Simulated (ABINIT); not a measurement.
Runs of ABINIT 10.8.3 (patched build) on CuO (Tenorite). The structure is monoclinic, space group C2/c (No. 15). Conventional cell: a = 4.684 Å, b = 3.423 Å, c = 5.129 Å, α = 90.00°, β = 99.54°, γ = 90.00°. Around Cu (site symmetry -1) lie 4 O at 1.95 to 1.96 Å. O (site symmetry 2) has 4 Cu at 1.95 to 1.96 Å as nearest neighbours. 

| task | level | potentials or basis | k mesh | cutoff (eV) | bands in the sums | broadening (eV) | scissor shift (eV) | tensor components | fine-grid cutoff | gap on the mesh (eV) | pressure (GPa) | largest force (eV/Å) |
| --- | --- | --- | --- | --- | --- | --- | --- | --- | --- | --- | --- | --- |
| single point | PBE | Ansatz NC PBE | 8 × 8 × 4 | 1252 | - | - | - | - | - | none | (a) | 0.27 |
| optical spectrum | LDA | PseudoDojo NC SR LDA v0.4.1 standard | 12 × 12 × 6 | 1034 | 33 | 0.2 | 0 | 11 × 22 × 33 | - | none | - | 0.48 |
| positron lifetime | PBE | JTH PAW PBE v2.0 | 7 × 7 × 4 | 490 | - | - | - | - | 979.61 eV | none | - | 0.27 |
| single point | LDA | PseudoDojo NC SR LDA v0.4.1 standard | 8 × 8 × 4 | 1034 | - | - | - | - | - | none | - | (b) |
| single point | PBEsol | PseudoDojo NC SR PBEsol v0.4 stringent | 8 × 8 × 4 | 1306 | - | - | - | - | - | none | -3.7 | 0.38 |
| single point | LDA | PseudoDojo NC SR LDA v0.4.1 standard | 8 × 8 × 4 | 1143 | - | - | - | - | - | none | - | 0.49 |
| single point | PBE | PseudoDojo NC SR PBE v0.4.1 standard | 8 × 8 × 4 | 1143 | - | - | - | - | - | none | - | 0.29 |
| positron lifetime | LDA | JTH PAW LDA v2.0 | 7 × 7 × 4 | 490 | - | - | - | - | 979.61 eV | none | - | 0.48 |
| single point | PBEsol | PseudoDojo NC SR PBEsol v0.4.1 standard | 8 × 8 × 4 | 1143 | - | - | - | - | - | none | -4.0 | 0.39 |
| positron lifetime | PBEsol | JTH PAW PBE v2.0 | 7 × 7 × 4 | 490 | - | - | - | - | 979.61 eV | none | - | (c) |
| single point | PBE | PseudoDojo NC SR PBE v0.4.1 standard | 8 × 8 × 4 | 1252 | - | - | - | - | - | none | 5.5 | 0.29 |
| optical spectrum | PBEsol | PseudoDojo NC SR PBEsol v0.4 stringent | 12 × 12 × 6 | 1306 | 31 | 0.15 | 0 | 11 × 22 × 33 | - | none | -3.7 | 0.37 |

Alike in all rows: no spin polarisation; cell as given; smearing fermi-dirac 0.05 eV.

Estimate the missing entries.

(a) 5.7; (b) 0.50; (c) 0.36.

Caveats: the run has no spin polarisation, though such a crystal can be magnetic; semilocal functionals often make such compounds metallic where correlation or magnetic order opens a gap, which also shifts bond lengths; the PAW basis is incomplete for the positron (some runs); the intraband (Drude) term is left out (some runs); spectra need much finer meshes, so this one isn't converged (some runs); the PAW data sets were made with another functional, which shifts forces and pressure a little (some runs).

A k mesh can miss the band edges.

A gap of «none» marks a metal or a gap under the smearing width.

Not every run made on this cell is shown here.
